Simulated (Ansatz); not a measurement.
## NaSrI3 (cubic perovskite) (Pm-3m): band gap by G0W0 on PBEsol

Wanted: the gap of NaSrI3 (cubic perovskite) (Pm-3m) with a many-body correction, and the time that it takes.

Method: PBEsol, then G0W0 on it, plane waves, PAW, in Ansatz 0.2.0.

The structure was built from a prototype and need not be the compound's stable phase.

### Step 1. The starting structure

Symmetry: Pm-3m, No. 221, cubic system. The conventional cell has a = 6.614 Å, b = 6.614 Å, c = 6.614 Å, α = 90.00°, β = 90.00°, γ = 90.00°. Nearest to Na lie 12 I at 4.68 Å. Nearest to Sr lie 6 I at 3.31 Å. I has 2 Sr at 3.31 Å nearest. It derives from I3Na1Sr1. Farther neighbours and most contacts between anions are not listed.

The start is a generated structure, not a measured one. The structure type comes from a generator and need not be one that this composition takes. Spin-orbit coupling is left out unless a step names it. The default PAW set here is soft_2. Its files were made with PBE.

### Step 2. Relaxing the structure

The structure is relaxed first.

This step: DFT, PBEsol, plane waves, PAW.

Contents of input.yaml:

```yaml
crystal:
  lattice:
    - [6.61370638, 0.0, 0.0]
    - [0.0, 6.61370638, 0.0]
    - [0.0, 0.0, 6.61370638]
  atoms:
    - { symbol: Na, position: [0.0, 0.0, 0.0] }
    - { symbol: Sr, position: [0.5, 0.5, 0.5] }
    - { symbol: I, position: [0.5, 0.5, 0.0] }
    - { symbol: I, position: [0.5, 0.0, 0.5] }
    - { symbol: I, position: [0.0, 0.5, 0.5] }
kpoints:
  mp_grid: { grid: [4, 4, 4] }
hamiltonian:
  xc: pbesol
scf:
  occupations: { method: fermi_dirac, width: 0.02 }
relax:
  f_tol: 0.01
  max_steps: 100
  cell: {}
output:
  write_density: true
  write_potential: true
  elf: true
  volumetric_format: npy
```

Command:

```bash
$ ansatz run input.yaml --threads 4 --pin off --max-ram 17510MiB --backend cpu --events-out ev --progress --plain --runs-dir out
```

Numbers of over 12 decimals in the logs are rounded to 6 here.

The log of the run:

```text
Engine: ansatz 0.2.0, aarch64-unknown-linux-gnu
Pseudopotentials: kind: paw
Pseudopotential: Na, paw, valence charge 9, recommended cutoff 420 eV (normal), Na.paw.azcp
Pseudopotential: Sr, paw, valence charge 10, recommended cutoff 420 eV (normal), Sr.paw.azcp
Pseudopotential: I, paw, valence charge 17, recommended cutoff 420 eV (normal), I.paw.azcp
Functional definition: PBEsol
  exchange = pbesol_x
  correlation = pbesol_c
Crystal: 5 atoms, lattice volume = 289.291 Å³
Basis set: ecut = 420 eV, 5695 PW (Γ), exchange–correlation on 90×90×90 points (8 copies of the dense FFT grid, shifted against one another)
Bands: 42, of which v1, the nominal top of the filled ones, is band 35 counted from 1 (34 counted from 0)
Symmetry: 48 space group operations
Space group: Pm-3m (ITA 221), of the structure as read, at distance tolerance 6.6e-5 Å
k-points: 10 of 64
Non-local potential: Na, projectors of the file, l = 0: 3, l = 1: 2, l = 2: 1
Non-local potential: Sr, projectors of the file, l = 0: 3, l = 1: 2, l = 2: 2
Non-local potential: I, projectors of the file, l = 0: 2, l = 1: 2, l = 2: 2, l = 3: 2
PAW form: soft (Blöchl's): semilocal exchange-correlation on the pseudo side does not see the compensation charge
PAW frozen core: Na, regenerated for the run's functional, and the local potential with it (the file was generated under x = pbe(κ = 0.804, μ = 0.219515), c = pbe(β = 0.066725))
PAW frozen core: Sr, regenerated for the run's functional, and the local potential with it (the file was generated under x = pbe(κ = 0.804, μ = 0.219515), c = pbe(β = 0.066725))
PAW frozen core: I, regenerated for the run's functional, and the local potential with it (the file was generated under x = pbe(κ = 0.804, μ = 0.219515), c = pbe(β = 0.066725))
PAW one-centre angular grid: Na, 110 points (default); XC on 64 Gauss nodes
PAW one-centre angular grid: Sr, 110 points (default); XC on 64 Gauss nodes
PAW one-centre angular grid: I, 590 points (default); XC on 64 Gauss nodes
Initial density: superposition of atomic densities (neutral atoms: chi_scale 0, normalization atom), corrected by the library's trained network
Initial wavefunctions: pseudopotential atomic-orbital guess
Functional: x = pbesol(κ = 0.804, μ = 0.123457), c = pbesol(β = 0.046)
SCF iter   1: F=—  HF=-27271.183329 eV  |F-HF|=—  |Δ(HF+E_count)|=         —  Δρ=1.56e-3  dr2=6.07e-3  ethr=1.77e-3  ⟨swp⟩=11.3  Hψ=2188  notcnv=0
preconditioner: auto → Resta (q_TF=auto, 2.154 Å⁻¹)  ε∞=2.7  [insulator: Δε(μ)=2.478 eV  Ē_g=8.208 eV  σ=0.020 eV  W_gap=1.00  n_scr=56 (ndim 8)  ℏωp=10.7 eV  f_vac=0.317  D(μ)=0.00/eV (n_scr^D=0)  ε∞_Penn≈2.7]
SCF iter   2: F=—  HF=-27271.184021 eV  |F-HF|=—  |Δ(HF+E_count)|=   6.92e-4  Δρ=7.62e-4  dr2=1.49e-3  ethr=8.67e-6  ⟨swp⟩=3.1  Hψ=980  notcnv=0  defer=20
SCF iter   3: F=—  HF=-27271.185076 eV  |F-HF|=—  |Δ(HF+E_count)|=   1.05e-3  Δρ=1.69e-4  dr2=1.05e-4  ethr=2.13e-6  ⟨swp⟩=3.3  Hψ=768  notcnv=0  defer=20
SCF iter   4: F=—  HF=-27271.185243 eV  |F-HF|=—  |Δ(HF+E_count)|=   1.68e-4  Δρ=5.02e-5  dr2=1.73e-5  ethr=1.50e-7  ⟨swp⟩=2.0  Hψ=755  notcnv=0  defer=20
SCF iter   5: F=—  HF=-27271.185206 eV  |F-HF|=—  |Δ(HF+E_count)|=   3.74e-5  Δρ=1.73e-5  dr2=1.74e-6  ethr=2.47e-8  ⟨swp⟩=3.0  Hψ=729  notcnv=0  defer=20
SCF iter   6: F=—  HF=-27271.185210 eV  |F-HF|=—  |Δ(HF+E_count)|=   3.88e-6  Δρ=5.45e-6  dr2=2.65e-7  ethr=2.49e-9  ⟨swp⟩=2.0  Hψ=755  notcnv=0  defer=20
SCF iter   7: F=-27271.185210 eV  HF=-27271.185210 eV  |F-HF|=1.28e-8  |Δ(HF+E_count)|=   4.44e-7  Δρ=1.87e-6  dr2=1.71e-8  ethr=1.43e-10  ⟨swp⟩=10.0  Hψ=2859  notcnv=0
SCF 1 converged in 7 iterations: F = -27271.185210 eV  dr2 = 1.71e-8
  greatest PAW one-centre occupation: 0.999 electrons in one spin orbital (limit 2), on the Na atom at site 0 (counted from 0), in its partial waves of l = 0
relax step   1: F+E_penalty+E_count = -27271.18521029 eV  Δ(F+E_penalty+E_count) = +0.000e0 eV  max|allowed force component| = 6.154e-29 eV/Å  Δτ_max = 0.0000 Å  P = -1.542 GPa  Ω = 289.291 Å³  (7 SCF iters, dr2 threshold 1.00e-7 eV, accepted)
[...]
relax step   2: F+E_penalty+E_count = -27271.29865533 eV  Δ(F+E_penalty+E_count) = -1.134e-1 eV  max|allowed force component| = 1.429e-29 eV/Å  Δτ_max = 0.0000 Å  P = -1.172 GPa  Ω = 276.082 Å³  energy of the carried Pulay correction = +7.728e-4 eV  (6 SCF iters, dr2 threshold 5.00e-7 eV, accepted)
[...]
relax step   3: F+E_penalty+E_count = -27271.39180830 eV  Δ(F+E_penalty+E_count) = -9.315e-2 eV  max|allowed force component| = 1.348e-29 eV/Å  Δτ_max = 0.0000 Å  P = +0.564 GPa  Ω = 241.229 Å³  energy of the carried Pulay correction = +2.997e-3 eV  (7 SCF iters, dr2 threshold 5.00e-7 eV, accepted)
[...]
relax step   4: F+E_penalty+E_count = -27271.40575822 eV  Δ(F+E_penalty+E_count) = -1.395e-2 eV  max|allowed force component| = 6.074e-29 eV/Å  Δτ_max = 0.0000 Å  P = -0.039 GPa  Ω = 250.487 Å³  energy of the carried Pulay correction = +2.378e-3 eV  (6 SCF iters, dr2 threshold 5.00e-7 eV, accepted)
[...]
relax step   5: F+E_penalty+E_count = -27271.40325356 eV  Δ(F+E_penalty+E_count) = +2.505e-3 eV  max|allowed force component| = 7.862e-29 eV/Å  Δτ_max = 0.0000 Å  P = -0.040 GPa  Ω = 250.487 Å³  stress off target by 4.00e-2 GPa  SCF on the basis re-selected at this cell (its energy is not comparable with the rows above)  (6 SCF iters)
basis re-selected at this cell: Δ(F+E_penalty+E_count) = +2.505e-3 eV, ΔP = -0.001 GPa vs the last step (what re-selecting the basis moved, of the pressure what is left beyond the Pulay correction that the steps carried, after the strain that the cell walked since its last selection, with what the two solves' SCF thresholds leave and, on support functions, any second-order correction that the steps lacked; it is no m [...]
SCF converged after 6 iterations
Free energy (F): -27271.403254 eV
Harris-Foulkes:  -27271.403254 eV  (|F-HF|=1.09e-11)
Internal energy: -27271.403254 eV  (E = F + TS)
E sigma→0 (E₀):  -27271.403254 eV
Fermi energy:    3.313436 eV
--- Per-component energies (eV) ---
  E_band       = -1649.132869
  E_kinetic    = 933.265187
  E_local      = -9539.324001  (includes V_loc(G=0)·N_el)
  E_nonlocal   = 54.251824
  E_hartree    = 4417.052204
  E_xc         = -590.632928
  E_vxc        = -595.226715  (∫ρ·V_xc dr)
  E_paw        = -17110.151557  (= ΣΔE_a)
  E_vpaw       = -1336.203785  (= ΣTr[D̂ρ^β])
  E_aug_tail   = 0.000012  (compensation charges beyond the density's cutoff)
  E_ewald      = -5437.289462
  E_core_change = 1.425467  (= ΣΔE_core)
  E_smearing   = -0.000000  (= −TS)
  E_closure    = -0.000000  (closes the sum)
  Σ components = -27271.403254   (vs F -27271.403254, Δ=0.00e0)
--- Forces (eV/Å), atoms counted from 1 ---
  atom   1  Na    -0.00000000     0.00000000     0.00000000
  atom   2  Sr    -0.00000000     0.00000000    -0.00000000
  atom   3  I     -0.00000000    -0.00000000    -0.00000000
  atom   4  I     -0.00000000     0.00000000    -0.00000000
  atom   5  I      0.00000000    -0.00000000    -0.00000000
  max |Σ_I F_I| component: 1.96e-28 eV/Å
--- Stress (GPa, compression-positive) ---
       -0.039987      -0.000000      -0.000000
       -0.000000      -0.039987       0.000000
       -0.000000       0.000000      -0.039987
  P = ⅓ Tr σ = -0.0400 GPa (-0.400 kbar)
--- Band table (eV; the first three rows and the last of 10) ---
  k-point 0: bands = [... 31 lower, 1.5135, 1.7972, 1.7972, 1.7972, 4.5055, 6.1375, 6.1375, 6.1375, ... 3 higher]
  k-point 1: bands = [... 31 lower, 1.3702, 1.4513, 1.7310, 1.7310, 4.9733, 6.1863, 6.6667, 6.6667, ... 3 higher]
  k-point 2: bands = [... 31 lower, 1.1408, 1.3920, 1.7092, 1.7092, 5.6915, 6.2389, 6.4818, 7.3384, ... 3 higher]
  k-point 9: bands = [... 31 lower, 0.6712, 2.0752, 2.0752, 2.0752, 4.9515, 7.8079, 7.8079, 7.8079, ... 3 higher]
--- Relaxed structure (4 steps of the walk, 4 accepted, 1 SCFs on fresh bases) ---
  F+E_penalty+E_count = -27271.40325356 eV   max|allowed force component| = 7.862e-29 eV/Å   (the final SCF, on the basis selected at the relaxed cell)
  cell:  # Å, volume = 250.4870 Å³
    - [6.303693, 0, 0]
    - [0, 6.303693, 0.0]
    - [0, 0.0, 6.303693]
  atoms:
    - { symbol: Na, position: [0, 0, 0] }
    - { symbol: Sr, position: [0.500000, 0.500000, 0.500000] }
    - { symbol: I, position: [0.500000, 0.500000, 0] }
    - { symbol: I, position: [0.500000, 0, 0.500000] }
    - { symbol: I, position: [0, 0.500000, 0.500000] }
```

It took 12 s on 4 threads of Arm Neoverse V1, shared host; peak memory 0.68 GiB.

The steps of the relaxation:

```tsv
step	energy less that of the first step (eV)	largest force component (eV/Å)	pressure (GPa)	volume (Å³)
1	0.0000	0.0000	-1.54	289.29
2	-0.1134	0.0000	-1.17	276.08
3	-0.2066	0.0000	0.56	241.23
4	-0.2205	0.0000	-0.04	250.49
5*	-0.2180	0.0000	-0.04	250.49
```

Relaxation steps marked * repeat the geometry before them on a plane-wave basis chosen anew for their cell, so energy and pressure can jump there.

Forces are held to the 48 operations that the run works with; a distortion that breaks them can't arise in this run.

```tsv
conventional cell, symmetrised	before	after	change
a (Å)	6.614	6.304	-4.7 %
b (Å)	6.614	6.304	-4.7 %
c (Å)	6.614	6.304	-4.7 %
volume (Å³/atom)	57.86	50.10	-13.4 %
```

The relaxed structure:

```cif
data_structure
_symmetry_space_group_name_H-M 'P 1'
_symmetry_Int_Tables_number 1
_cell_length_a 6.3037
_cell_length_b 6.3037
_cell_length_c 6.3037
_cell_angle_alpha 90.000
_cell_angle_beta 90.000
_cell_angle_gamma 90.000
_cell_volume 250.49
loop_
_atom_site_label
_atom_site_type_symbol
_atom_site_fract_x
_atom_site_fract_y
_atom_site_fract_z
_atom_site_occupancy
Na1 Na 0.00000 0.00000 0.00000 1
Sr2 Sr 0.50000 0.50000 0.50000 1
I3 I 0.50000 0.50000 0.00000 1
I4 I 0.50000 0.00000 0.50000 1
I5 I 0.00000 0.50000 0.50000 1
```

### Step 3. The PBEsol band structure

Levels along a band path and on the mesh show where this functional puts the band edges.

Contents of input.yaml:

```yaml
crystal:
  lattice:
    - [6.3036929043, 0.0, 0.0]
    - [0.0, 6.3036929043, 0.0]
    - [0.0, 0.0, 6.3036929043]
  atoms:
    - { symbol: Na, position: [0.0, 0.0, 0.0] }
    - { symbol: Sr, position: [0.5, 0.5, 0.5] }
    - { symbol: I, position: [0.5, 0.5, 0.0] }
    - { symbol: I, position: [0.5, 0.0, 0.5] }
    - { symbol: I, position: [0.0, 0.5, 0.5] }
kpoints:
  mp_grid: { grid: [4, 4, 4] }
  band_path:
    path:
      - [[0.0, 0.0, 0.0], [0.0, 0.5, 0.0], [0.5, 0.5, 0.0], [0.0, 0.0, 0.0], [0.5, 0.5, 0.5], [0.0, 0.5, 0.0]]
      - [[0.5, 0.5, 0.5], [0.5, 0.5, 0.0]]
    npoints: 10
hamiltonian:
  xc: pbesol
scf:
  occupations: { method: fermi_dirac, width: 0.02 }
  n_extra_bands: 5
output:
  eigenvalues: true
  forces: true
  stress: true
  write_density: true
  write_potential: true
  elf: true
  volumetric_format: npy
```

The log of the run:

```text
[...]
Crystal: 5 atoms, lattice volume = 250.487 Å³
Basis set: ecut = 420 eV, 4945 PW (Γ), exchange–correlation on 90×90×90 points (8 copies of the dense FFT grid, shifted against one another)
Bands: 40, of which v1, the nominal top of the filled ones, is band 35 counted from 1 (34 counted from 0)
Symmetry: 48 space group operations
[...]
k-points: 10 of 64
[...]
SCF iter   1: F=—  HF=-27271.401462 eV  |F-HF|=—  |Δ(HF+E_count)|=         —  Δρ=1.46e-3  dr2=4.81e-3  ethr=1.77e-3  ⟨swp⟩=12.2  Hψ=2085  notcnv=0
[...]
SCF iter   7: F=-27271.403254 eV  HF=-27271.403254 eV  |F-HF|=1.52e-8  |Δ(HF+E_count)|=   1.49e-7  Δρ=2.83e-6  dr2=4.79e-8  ethr=1.43e-10  ⟨swp⟩=15.1  Hψ=3575  notcnv=0
SCF 1 converged in 7 iterations: F = -27271.403254 eV  dr2 = 4.79e-8
[...]
NSCF: frozen V_eff on 62 k-points
SCF converged after 7 iterations
Free energy (F): -27271.403254 eV
[...]
Internal energy: -27271.403254 eV  (E = F + TS)
E sigma→0 (E₀):  -27271.403254 eV
Fermi energy:    3.313480 eV
[...]
--- Stress (GPa, compression-positive) ---
       -0.039966       0.000000       0.000000
       -0.000000      -0.039966      -0.000000
       -0.000000      -0.000000      -0.039966
  P = ⅓ Tr σ = -0.0400 GPa (-0.400 kbar)
--- Band table (eV; the first three rows and the last of 10) ---
  k-point 0: bands = [... 31 lower, 1.5135, 1.7973, 1.7973, 1.7973, 4.5055, 6.1375, 6.1375, 6.1375, ... 1 higher]
  k-point 1: bands = [... 31 lower, 1.3703, 1.4513, 1.7310, 1.7310, 4.9734, 6.1863, 6.6667, 6.6667, ... 1 higher]
  k-point 2: bands = [... 31 lower, 1.1409, 1.3920, 1.7093, 1.7093, 5.6915, 6.2389, 6.4818, 7.3385, ... 1 higher]
  k-point 9: bands = [... 31 lower, 0.6713, 2.0753, 2.0753, 2.0753, 4.9515, 7.8078, 7.8078, 7.8078, ... 1 higher]
```

The job ended after 6.1 s (4 threads; peak memory 0.7 GiB).

This step gave:

```yaml
pressure: -0.03997 GPa
filled_bands: 35
gap: 2.430 eV
valence_top_at: R
conduction_bottom_at: Γ
least_direct_gap: 2.708 eV
```

Over mesh and path the gap is 2.430 eV, from k = (0.500, 0.500, 0.500) to k = Γ. The least direct gap found is 2.708 eV, at k = Γ.

The electronic bands at the labelled points (eV, zero at the top of the highest nominally filled band):

```tsv
point	band 32	band 33	band 34	band 35	band 36	band 37	band 38	band 39
Γ	-0.56	-0.28	-0.28	-0.28	2.43	4.06	4.06	4.06
halfway	-0.70	-0.62	-0.34	-0.34	2.90	4.11	4.59	4.59
X	-0.93	-0.68	-0.37	-0.37	3.62	4.16	4.41	5.26
halfway	-0.92	-0.68	-0.58	-0.26	3.64	4.70	4.88	5.29
M	-0.91	-0.91	-0.91	-0.01	3.66	5.35	5.45	5.45
halfway	-0.74	-0.64	-0.50	-0.34	3.21	4.58	4.70	4.84
Γ	-0.56	-0.28	-0.28	-0.28	2.43	4.06	4.06	4.06
halfway	-1.13	-0.36	-0.36	-0.30	3.32	4.49	5.01	5.01
R	-1.40	0.00	0.00	0.00	2.88	5.73	5.73	5.73
halfway	-1.14	-0.35	-0.34	-0.21	3.40	4.72	5.05	5.61
X	-0.93	-0.68	-0.37	-0.37	3.62	4.16	4.41	5.26
jump to R	-1.40	0.00	0.00	0.00	2.88	5.73	5.73	5.73
halfway	-1.28	-0.28	-0.28	0.00	3.19	5.29	5.29	5.88
M	-0.91	-0.91	-0.91	-0.01	3.66	5.35	5.45	5.45
```

Electrostatic potential energy in the ac plane at fractional y = 0.500, with atoms of Sr and I within 0.2 Å of it. With pseudopotentials it is smooth inside the atoms' cores, unlike the true potential.

Ten even steps from '_' (-65 eV) to '@' (8 eV), each cell a mean:
```
@@@@@@@@@@@@####@@@@%%**%%@@@@@@@@@@
@@@@@@@@@@@@%%######**##@@@@@@@@@@@@
@@@@@@@@@@@@@@%%######%%@@@@@@@@@@@@
@@@@@@@@@@@@@@@@@@%%@@@@@@@@@@@@@@@@
@@@@@@@@@@@@@@@@@@@@@@@@@@@@@@@@@@@@
%%%%@@@@@@@@@@%%%%%%%%%%@@@@@@@@@@%%
**##%%@@@@@@%%##++==**%%%%@@@@%%##**
@@####%%@@@@##==____..**%%@@@@##**%%
@@@@**%%@@%%##..______==%%@@%%####@@
@@%%**%%@@%%##::______++%%@@@@####@@
##**##@@@@@@%%**::..==##%%@@@@%%####
####%%@@@@@@@@%%######%%@@@@@@@@%%##
@@@@@@@@@@@@@@@@%%%%@@@@@@@@@@@@@@@@
@@@@@@@@@@@@@@@@@@@@@@@@@@@@@@@@@@@@
@@@@@@@@@@@@@@@@%%%%%%@@@@@@@@@@@@@@
@@@@@@@@@@@@%%##****##%%@@@@@@@@@@@@
@@@@@@@@@@@@##**%%@@####%%@@@@@@@@@@
@@@@@@@@@@@@####@@@@@@**%%@@@@@@@@@@
```
Columns run along a (6.3 Å; values clipped at the 3rd and 97th percentile), rows up along c (6.3 Å). Atoms in or near the plane, at fractional coordinates: Sr at (0.50, 0.50), I at (0.50, 0.00), I at (0.00, 0.50).

ELF in the ac plane at fractional y = 0.500, with atoms of Sr and I within 0.2 Å of it. It is the smooth field of the valence electrons, not physical close to the nuclei.

Values, 10 rows by 16 columns, each cell a mean:
```
0.01 0.01 0.07 0.38 0.71 0.73 0.60 0.37 0.32 0.49 0.67 0.76 0.58 0.19 0.03 0.01
0.27 0.16 0.06 0.09 0.36 0.66 0.72 0.69 0.68 0.70 0.71 0.54 0.19 0.05 0.10 0.23
0.72 0.67 0.48 0.20 0.07 0.14 0.24 0.29 0.30 0.27 0.20 0.09 0.10 0.34 0.60 0.71
0.61 0.67 0.73 0.62 0.15 0.12 0.49 0.69 0.72 0.62 0.29 0.06 0.38 0.73 0.70 0.63
0.33 0.40 0.65 0.71 0.21 0.42 0.85 0.53 0.31 0.77 0.73 0.15 0.49 0.72 0.56 0.27
0.32 0.48 0.67 0.70 0.20 0.34 0.82 0.70 0.56 0.81 0.65 0.13 0.48 0.73 0.60 0.37
0.69 0.72 0.73 0.51 0.11 0.06 0.28 0.48 0.52 0.40 0.14 0.05 0.29 0.66 0.73 0.70
0.64 0.53 0.30 0.10 0.11 0.30 0.43 0.47 0.47 0.46 0.38 0.19 0.08 0.18 0.43 0.60
0.13 0.07 0.04 0.15 0.51 0.73 0.70 0.63 0.61 0.67 0.73 0.66 0.32 0.07 0.04 0.10
0.01 0.01 0.10 0.46 0.74 0.72 0.56 0.28 0.33 0.40 0.65 0.77 0.64 0.25 0.03 0.01
```
Columns run along a (6.3 Å), rows up along c (6.3 Å). Atoms in or near the plane, at fractional coordinates: Sr at (0.50, 0.50), I at (0.50, 0.00), I at (0.00, 0.50).

[end of part 1 of 2]

[Paths, hosts, dates, memory and timing lines, banners, echoed tables and standing remarks are left out of the program output.]

[Logs are printed without paths, hosts, clocks, repeated set-up lines and the standing remarks that a program may print on its own settings, such as how far it seeks lower states.]

[Runs of the session that timed out or met a known fault of the program may be left out.]

[Cells called generated may have been cut or substituted from an entry of the Crystallography Open Database or the Materials Project.]

[Hosts, paths, dates, database ids (printed as entryN), source tags and the programs' standing remarks are cut or masked in the printed files.]

[Where an RPA ε∞ is given, it is that of the G0W0 mesh and is not shown converged in it. Names of k-points follow the symmetry that the program found, which can be lower than the space group named. Band edges on a path are those of the sampled points; other points can move an edge, and change direct to indirect where valleys lie close.]

[Hybrid gaps are those of their k-mesh and are not shown converged in it.]
